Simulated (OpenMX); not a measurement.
## Al and the effect of the volume of the cell

The structure is cubic, space group Pm-3m (No. 221). Conventional cell: a = 2.722 Å, b = 2.722 Å, c = 2.722 Å, α = 90.00°, β = 90.00°, γ = 90.00°. Around Al (site symmetry m-3m) lie 6 Al at 2.72 Å.

This isn't the form of Al at room conditions, which is fcc.

Kept alike: task single point; functional PBE; k mesh 7 × 7 × 7; occupations fermi-dirac, width 0.05 eV; no spin polarisation. Program: OpenMX, OpenMX 2013 PBE set, Al7.0-s2p2d1, grid cutoff 300 Ry. The mesh is that of the run's cell of 1 atom. No spin-orbit coupling.

| volume of cell, f (times the cell shown) | pressure (GPa) | free energy over the lowest row (meV/atom) |
| --- | --- | --- |
| 0.88 | 9.39 | 57.75 |
| 0.92 | ? | 20.47 |
| 0.96 | 1.98 | 2.68 |
| 1 | -0.76 | 0.00 |
| 1.04 | -2.92 | 9.60 |
| 1.08 | -4.68 | 27.16 |

Pressure is positive in compression. The cell shown is the unstrained one; x, y and z are its Cartesian axes; atoms keep their fractions. For a metal such a mesh leaves the last digits unconverged.

Task: Fit the rows shown and predict the run at 0.92 times the cell shown.

Result: A least-squares parabola through the rows shown is pressure = 180.514 f² - 423.877 f + 242.596 (largest miss 0.072); at f = 0.92 it gives 5.42 GPa. The run gave: pressure 5.29 GPa.

The pressure changes sign between f = 0.96 and f = 1, so the equilibrium volume of this simple cubic form lies slightly below that of the cell shown, even though that cell has the lowest energy of the rows. Pressure falls at every step of expansion, but by less each time: the metal stiffens when squeezed and softens when stretched. This is the behaviour expected of a nearly free-electron sp metal, in which the kinetic energy of the electron gas rises faster on compression than the electrostatic and exchange attraction that binds it.

The same stiffening probably explains why the parabola gives 5.42 GPa where the run gave 5.29 GPa. Its curvature is constant, while that of the computed curve grows towards small volumes, so the fit runs too high between the two most compressed rows it uses. The parabola is thus a serviceable interpolation but a poor basis for extrapolating to stronger compression. Uniform scaling also leaves open whether this open packing would resist shear towards a denser structure.
